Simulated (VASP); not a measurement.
# AgCl (Chlorargyrite) (Fm-3m) in VASP: further runs

The runs below take AgCl (Chlorargyrite) through single point, with BLYP, r2SCAN, PBEsol+D3(BJ), PBEsol.

Everything below comes from runs of VASP 6.6.1. Logs are shortened: lines on timing, memory, paths and dates and some standing lists are left out, and cuts for length are marked.

**The experiment to reproduce.**

A printed reference work, data compilation reports, for a bulk crystal of AgCl: band gap 3.249 eV (indirect).

The results are compared with them further down.

## Step 1: The cell of the first run

The structure is cubic, space group Fm-3m (No. 225). Conventional cell: a = 5.470 Å, b = 5.470 Å, c = 5.470 Å, α = 90.00°, β = 90.00°, γ = 90.00°. Within 3.6 Å of Ag (site symmetry m-3m) lie 6 Cl at 2.73 Å. Within 3.6 Å of Cl (site symmetry m-3m) lie 6 Ag at 2.73 Å.

## Step 2: Single point, BLYP

Input file INCAR:

```
SYSTEM = AgCl
PREC = Accurate
ENCUT = 520
EDIFF = 1E-6
ISMEAR = -1
SIGMA = 0.05
LREAL = .False.
LASPH = .True.
NELM = 60
ALGO = Normal
ISIF = 2
LWAVE = .False.
LCHARG = .False.
GGA = B5
ALDAX = 1.0
AGGAX = 1.0
AGGAC = 1.0
ALDAC = 0.0
NBANDS = 16
```

Input file KPOINTS:

```
Automatic mesh
0
Gamma
  5 5 5
  0 0 0
```

Input file POSCAR:

```
AgCl
1.0
    0.0000000000      2.7350000000      2.7350000000
    2.7350000000      0.0000000000      2.7350000000
    2.7350000000      2.7350000000      0.0000000000
Ag Cl
1 1
Direct
    0.0000000000      0.0000000000      0.0000000000
    0.5000000000      0.5000000000      0.5000000000
```

Potentials or basis: VASP PAW PBE potentials, release 64 (Ag, Cl).

Command:

```console
> cat potpaw_PBE.64/Ag/POTCAR potpaw_PBE.64/Cl/POTCAR > POTCAR
> mpirun -np 1 vasp_std > vasp.out
```

OUTCAR:

```text
SYSTEM = AgCl
   PREC = Accurate
   ENCUT = 520
   EDIFF = 1E-6
   ISMEAR = -1
   LREAL = .False.
   LASPH = .True.
   NELM = 60
   ISIF = 2
   GGA = B5

 ion  position               nearest neighbor table
   1  0.000  0.000  0.000-   2 2.73   2 2.73   2 2.73   2 2.73   2 2.73   2 2.73
   2  0.500  0.500  0.500-   1 2.73   1 2.73   1 2.73   1 2.73   1 2.73   1 2.73

  LATTYP: Found a face centered cubic cell.
 ALAT       =     5.4700000000

  Lattice vectors:

 A1 = (   0.0000000000,   2.7350000000,   2.7350000000)
 A2 = (   2.7350000000,   0.0000000000,   2.7350000000)
 A3 = (   2.7350000000,   2.7350000000,   0.0000000000)

Analysis of symmetry for initial positions (statically):
=====================================================================
 Subroutine PRICEL returns:
 Original cell was already a primitive cell.

 Routine SETGRP: Setting up the symmetry group for a
 face centered cubic supercell.

 Subroutine GETGRP returns: Found 48 space group operations
 (whereof 48 operations were pure point group operations)
 out of a pool of 48 trial point group operations.

The static configuration has the point symmetry O_h .

Analysis of symmetry for dynamics (positions and initial velocities):
=====================================================================
 Subroutine PRICEL returns:
 Original cell was already a primitive cell.

 Routine SETGRP: Setting up the symmetry group for a
 face centered cubic supercell.

 Subroutine GETGRP returns: Found 48 space group operations
 (whereof 48 operations were pure point group operations)
 out of a pool of 48 trial point group operations.

The dynamic configuration has the point symmetry O_h .

 Subroutine INISYM returns: Found 48 space group operations
 (whereof 48 operations are pure point group operations),
 and found     1 'primitive' translations

----------------------------------------------------------------------------------------

                                     Primitive cell

  volume of cell :      40.9168

  direct lattice vectors                    reciprocal lattice vectors
     0.000000000  2.735000000  2.735000000    -0.182815356  0.182815356  0.182815356
     2.735000000  0.000000000  2.735000000     0.182815356 -0.182815356  0.182815356
     2.735000000  2.735000000  0.000000000     0.182815356  0.182815356 -0.182815356

  length of vectors
     3.867874093  3.867874093  3.867874093     0.316645486  0.316645486  0.316645486

  position of ions in fractional coordinates (direct lattice)
[... 64 lines left out ...]
   EDIFF  = 0.1E-05   stopping-criterion for ELM
   LREAL  =      F    real-space projection
   EDIFFG = 0.1E-04   stopping-criterion for IOM
   NSW    =      0    number of steps for IOM
   IBRION =     -1    ionic relax: 0-MD 1-quasi-New 2-CG
   NFREE  =      0    steps in history (QN), initial steepest desc. (CG)
   ISIF   =      2    stress and relaxation
   ISYM   =      2    0-nonsym 1-usesym 2-fastsym
   POTIM  = 0.5000    time-step for ionic-motion
   TEBEG  =    0.0;   TEEND  =   0.0 temperature during run
   PSTRESS=    0.0 pullay stress
   NELECT =      18.0000    total number of electrons
   NUPDOWN=      -1.0000    fix difference up-down
   EMIN   =  10.00;   EMAX   =-10.00  energy-range for DOS
   EFERMI =   0.00;   METHOD = LEGACY
   ISMEAR =    -1;   SIGMA  =   0.05  broadening in eV -4-tet -1-fermi 0-gaus
   EFERMI_NEDOS =   21; number of points for ismear=-14 and -15
   IALGO  =     38    algorithm
   IMIX   =      4    mixing-type and parameters
     AMIX     =   0.40;   BMIX     =  1.00
     AMIX_MAG =   1.60;   BMIX_MAG =  1.00
  volume/ion in A,a.u.               =      20.46       138.06
  Fermi-wavevector in a.u.,A,eV,Ry     =   1.245083  2.352866 21.092186  1.550232
  Thomas-Fermi vector in A             =   2.379321
   LORBIT       =      0    0 simple, 1 ext, 2 COOP (PROOUT), +10 PAW based schemes
   GGA     = B5    functional components
   LHFCALC =     F    Hartree Fock is set to
   AEXX    =    0.0000 exact exchange contribution
   IVDW    =     0    specifies the selected vdW correction
   LEPSILON=     F    determine dielectric tensor
   LRPA    =     F    only Hartree local field effects (RPA)
 non-spin polarized calculation
  energy-cutoff  :      520.00
  volume of cell :       40.92
 maximum number of plane-waves:      1114
 NGX is ok and might be reduce to    30
   NGX = 15   NGY = 15   NGZ = 15

 number of electron      18.0000002 magnetization

 Free energy of the ion-electron system (eV)
  ---------------------------------------------------
  ext. energy  EPLUGINS =         0.00000000
  ---------------------------------------------------
  free energy    TOTEN  =        -4.59208873 eV

  energy without entropy =       -4.59208769  energy(sigma->0) =       -4.59208821

 E-fermi :   5.2038     XC(G=0):  -9.6818

 val. band max:        4.5482317547   @ k =   0.4000   0.0000   0.0000
 cond. band min:       5.6979854789   @ k =   0.0000   0.0000   0.0000
 fundamental gap:      1.1497537242
 Fermi energy:         5.2038052432

 k-point     1 :       0.0000    0.0000    0.0000
  band No.  band energies     occupation
      1     -10.6617      2.00000
      2       2.0746      2.00000
      3       2.0746      2.00000
      4       2.0746      2.00000
      5       2.1181      2.00000
      6       2.1181      2.00000
[... 167 lines left out ...]
      3       0.4442      2.00000
      4       0.6828      2.00000
      5       2.3954      2.00000
      6       2.4905      2.00000
[... 8 lines left out ...]
     15      18.7591      0.00000
     16      20.6560      0.00000

------------------------ aborting loop because EDIFF is reached ----------------------------------------

  FORCE on cell =-STRESS in cart. coord.  units (eV):
  Direction    XX          YY          ZZ          XY          YZ          ZX
  --------------------------------------------------------------------------------------
  -------------------------------------------------------------------------------------
  Total        2.0377583      2.0377583      2.0377583      0.0000000      0.0000000     -0.0000000
  in kB       79.7923526     79.7923526     79.7923526      0.0000000      0.0000000     -0.0000000
  external PRESSURE =      79.7923526 kB  Pullay stress =       0.0000000 kB

 VOLUME and BASIS-vectors are now :
 -----------------------------------------------------------------------------
  energy-cutoff  :      520.00
  volume of cell :       40.92
      direct lattice vectors                 reciprocal lattice vectors
     0.000000000  2.735000000  2.735000000    -0.182815356  0.182815356  0.182815356
     2.735000000  0.000000000  2.735000000     0.182815356 -0.182815356  0.182815356
     2.735000000  2.735000000  0.000000000     0.182815356  0.182815356 -0.182815356

 POSITION                                       TOTAL-FORCE (eV/Angst)
 -----------------------------------------------------------------------------------
      0.00000      0.00000      0.00000         0.000000      0.000000      0.000000
      2.73500      2.73500      2.73500        -0.000000     -0.000000      0.000000
 -----------------------------------------------------------------------------------
    total drift:                               -0.000000      0.000000      0.000000

  FREE ENERGIE OF THE ION-ELECTRON SYSTEM (eV)
  ---------------------------------------------------
  free  energy   TOTEN  =        -4.5920887253 eV

  energy  without entropy=       -4.5920876920  energy(sigma->0) =       -4.59208821
```

OSZICAR:

```text
N       E                     dE             d eps       ncg     rms          rms(c)
DAV:   1     0.100195714625E+03    0.10020E+03   -0.89321E+03   328   0.103E+03
DAV:   2    -0.110393841898E+01   -0.10130E+03   -0.94319E+02   392   0.224E+02
DAV:   3    -0.481130589799E+01   -0.37074E+01   -0.36966E+01   416   0.452E+01
DAV:   4    -0.483683392085E+01   -0.25528E-01   -0.25526E-01   392   0.403E+00
DAV:   5    -0.483715798709E+01   -0.32407E-03   -0.32406E-03   408   0.454E-01    0.641E+00
DAV:   6    -0.459598823236E+01    0.24117E+00   -0.35083E-01   392   0.757E+00    0.406E+00
DAV:   7    -0.459292734169E+01    0.30609E-02   -0.12818E-01   400   0.238E+00    0.224E+00
DAV:   8    -0.459202598924E+01    0.90135E-03   -0.48681E-03   352   0.742E-01    0.392E-01
DAV:   9    -0.459204489658E+01   -0.18907E-04   -0.48700E-04   408   0.291E-01    0.352E-02
DAV:  10    -0.459208497284E+01   -0.40076E-04   -0.65984E-05   384   0.789E-02    0.393E-02
DAV:  11    -0.459208876474E+01   -0.37919E-05   -0.34912E-06   416   0.183E-02    0.490E-03
DAV:  12    -0.459208872534E+01    0.39402E-07   -0.22755E-07   216   0.618E-03
   1 F= -.45920887E+01 E0= -.45920882E+01  d E =-.103338E-05
```

stdout:

```text
POSCAR found type information on POSCAR AgCl
 POSCAR found :  2 types and       2 ions
 scaLAPACK will be used
 -----------------------------------------------------------------------------
|                                                                             |
|                                                                             |
|     You enforced a specific xc type in the INCAR file but a different       |
|     I HOPE YOU KNOW WHAT YOU ARE DOING!                                     |
|                                                                             |
 -----------------------------------------------------------------------------

 LDA part: xc-table for (Slater(with rela. corr.)+VWN5), standard interpolation
 POSCAR, INCAR and KPOINTS ok, starting setup
 FFT: planning ... GRIDC
 FFT: planning ... GRID_SOFT
 FFT: planning ... GRID
 WAVECAR not read
 entering main loop
```

Run time: 15 s. Hardware: 1 thread of Intel Xeon Platinum 8488C (Sapphire Rapids), shared host; peak memory 0.16 GiB.

Results:

```yaml
Free_energy: -4.5921 eV
Pressure: 8.0 GPa
Band_gap_on_the_k_mesh: 1.15 eV, indirect (least direct gap 3.45 eV)
```

Caveat: the PAW data sets were made with another functional, which shifts forces and pressure a little. A k mesh can miss the band edges.

(Continued in part 2 of 2.)
